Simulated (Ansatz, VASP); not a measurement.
# One calculation of Si, two programs

```
CELL_PARAMETERS angstrom
0.00000 2.65167 2.46552
2.65167 0.00000 2.46552
2.65167 2.65167 0.00000
ATOMIC_POSITIONS crystal
Si 0.50000 0.50000 0.50000
Si 0.75000 0.75000 0.75000
```

Alike in both runs: task single point; functional LDA; k mesh 12 × 12 × 12; occupations gaussian, width 0.05 eV; no spin polarisation.

```csv
,VASP,Ansatz
version,VASP 6.6.1,Ansatz 0.2.0
potentials or method,"VASP PAW LDA potentials, release 64 (Si)","scalar-relativistic, plane waves, PAW"
plane-wave cutoff (eV),520,420
valence electrons in the cell,8,8
```

|  | VASP | Ansatz | Ansatz less VASP |
| --- | --- | --- | --- |
| gap on the k mesh at the Fermi level (eV) | none | none | - |
| pressure (GPa) | 15.8 | 15.7 | -0.09 |
| largest component of the traceless stress (GPa) | 3.14 | 3.15 | +0.011 |

A gap of «none» marks a metal or a gap that the smearing closes. Ansatz warned: «pseudo_functional_mismatch».

Caveats: so large a pressure means that the cell lies far from this level's equilibrium, or that cutoff or potentials fall short (VASP).
